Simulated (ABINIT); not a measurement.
Crystal: Si2W.

```
W Si
1.0
    -1.60690    1.60690    3.91495
     1.60690   -1.60690    3.91495
     1.60690    1.60690   -3.91495
W Si
1 2
Direct
  0.00000 0.00000 0.00000
  0.66530 0.66530 0.00000
  0.33470 0.33470 0.00000
```

| Item | Value |
| --- | --- |
| Program | ABINIT 10.8.3 (patched build) |
| Task | relaxation of cell and atoms |
| Functional | revPBE |
| Potentials or basis | JTH PAW PBE v2.0 |
| Cutoff | 517 eV |
| k mesh | 8 × 8 × 8 |
| Occupations | fermi-dirac, width 0.05 eV |
| Spin | no spin polarisation |

At the start: pressure 5.3 GPa; volume 13.48 Å³/atom.

Q: How do energy, volume and symmetry change on relaxing?

A: Over 8 steps the energy falls by 5.2 meV/atom and the volume is 13.80 Å³/atom (+2.4 %); space group I4/mmm (No. 139, to 0.05 Å).

Step by step:
| step | energy change (eV) | largest force (eV/Å) | pressure (GPa) | volume (Å³) |
| --- | --- | --- | --- | --- |
| 1 | 0.0000 | 0.0546 | 5.31 | 40.44 |
| 2 | -0.0140 | 0.0005 | 1.56 | 41.10 |
| 3 | -0.0154 | 0.0169 | 0.05 | 41.38 |
| 4 | -0.0154 | 0.0140 | -0.01 | 41.39 |
| 5 | -0.0154 | 0.0073 | -0.02 | 41.40 |
| 6 | -0.0154 | 0.0047 | -0.01 | 41.40 |
| 7 | -0.0155 | 0.0012 | 0.01 | 41.39 |
| 8 | -0.0155 | 0.0001 | 0.01 | 41.40 |

Final structure:
```
CELL_PARAMETERS angstrom
-1.62010 1.62010 3.94282
1.62010 -1.62010 3.94282
1.62010 1.62010 -3.94282
ATOMIC_POSITIONS crystal
W 0.00000 0.00000 0.00000
Si 0.66526 0.66526 0.00000
Si 0.33474 0.33474 0.00000
```

Caveat: the PAW data sets were made with another functional, which shifts forces and pressure a little.
